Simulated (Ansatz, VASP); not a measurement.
# One calculation of RbBr, two programs

Contents of INCAR:

```
PREC     = Accurate       # precision mode
ENCUT    = 520            # plane-wave cutoff, eV
EDIFF    = 1E-6           # SCF threshold, eV
ISMEAR   = 0              # smearing method
SIGMA    = 0.05           # smearing width, eV
LREAL    = False          # projectors in reciprocal space
LASPH    = True           # aspherical terms in the spheres
NELM     = 60             # most SCF steps
ALGO     = Normal         # electronic algorithm
ISIF     = 2              # what is computed and relaxed
LWAVE    = False          # write WAVECAR
LCHARG   = True           # write CHGCAR
GGA      = PS             # functional
LELF     = True           # ELF
LVHAR    = True         
NBANDS   = 15             # bands
```

The input KPOINTS:

```
Automatic mesh
0
Gamma
  6 6 6
```

POSCAR

```
RbBr
1.0
    4.0701688540      0.0000000000      0.0000000000
    0.0000000000      4.0701688540      0.0000000000
    0.0000000000      0.0000000000      4.0701688540
Rb Br
1 1
Direct
    0.0000000000     -0.0992287032     -0.0396914813
    0.5000000000      0.6061381027      0.5424552411
```

Input for Ansatz:

```yaml
crystal:
  lattice:
    - [4.070168854, 0.0, 0.0]
    - [0.0, 4.070168854, 0.0]
    - [0.0, 0.0, 4.070168854]
  atoms:
    - { symbol: Rb, position: [0.0, -0.0992287032, -0.0396914813] }
    - { symbol: Br, position: [0.5, 0.6061381027, 0.5424552411] }
basis:
  ecutwfc: 420
kpoints:
  mp_grid: { grid: [6, 6, 6] }
hamiltonian:
  xc: pbesol
scf:
  occupations: { method: gaussian, width: 0.05 }
output:
  forces: true
  stress: true
  eigenvalues: true
```

Change from the starting cell: mode 5 frozen in at -0.432 Å and mode 6 at -0.173 Å (largest displacements).

Alike in both runs: task single point; functional PBEsol; k mesh 6 × 6 × 6; occupations gaussian, width 0.05 eV; no spin polarisation.

|  | VASP | Ansatz |
| --- | --- | --- |
| version | VASP 6.6.1 | Ansatz 0.2.0 |
| potentials or method | VASP PAW PBE potentials, release 64 (Rb_sv, Br) | scalar-relativistic, plane waves, PAW |
| plane-wave cutoff (eV) | 520 | 420 |
| valence electrons in the cell | 16 | 16 |

|  | VASP | Ansatz | Ansatz less VASP |
| --- | --- | --- | --- |
| gap on the k mesh at the Fermi level (eV) | 4.07 | 4.08 | +0.003 |
| least direct gap on the mesh (eV) | 4.27 | 4.27 | +0.003 |
| pressure (GPa) | 5.1 | 5.0 | -0.11 |
| largest component of the traceless stress (GPa) | 3.14 | 3.10 | -0.044 |
| rms of the force components (eV/Å) | 0.871 | 0.857 | -0.0135 |

Atom by atom the forces differ by 0.014 eV/Å (rms over components).

Caveats: the PAW data sets were made with another functional, which shifts forces and pressure a little (VASP). A k mesh can miss the band edges.
